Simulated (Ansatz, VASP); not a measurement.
**One calculation of Mg4H, two programs**

```
CELL_PARAMETERS angstrom
3.18370 0.00000 0.00000
-1.59185 2.75717 0.00000
0.00000 0.00000 26.70819
ATOMIC_POSITIONS crystal
Mg 0.66667 0.33333 0.31825
Mg 0.33333 0.66667 0.41461
Mg 0.66667 0.33333 0.50903
Mg 0.33333 0.66667 0.60653
H 0.33333 0.16667 0.64466
```

Alike in both runs: functional PBEsol; k mesh 9 × 9 × 1; occupations gaussian, width 0.1 eV; no spin polarisation.

Ansatz relaxed the structure, and its values are those at the end. VASP's run is a single point on that final structure, the one shown.

```csv
,VASP,Ansatz
version,VASP 6.6.1,Ansatz 0.2.0
potentials or method,"VASP PAW PBE potentials, release 64 (Mg, H)","scalar-relativistic, plane waves, PAW"
plane-wave cutoff (eV),520,420
valence electrons in the cell,9,41
```

|  | VASP | Ansatz | Ansatz less VASP |
| --- | --- | --- | --- |
| gap on the k mesh at the Fermi level (eV) | none | none | - |
| rms of the force components (eV/Å) | 0.049 | 0.049 | -0.0004 |

A gap of «none» marks a metal or a gap that the smearing closes. The two sets of potentials don't hold the same shells in valence.

Caveats: the PAW data sets were made with another functional, which shifts forces and pressure a little (VASP).
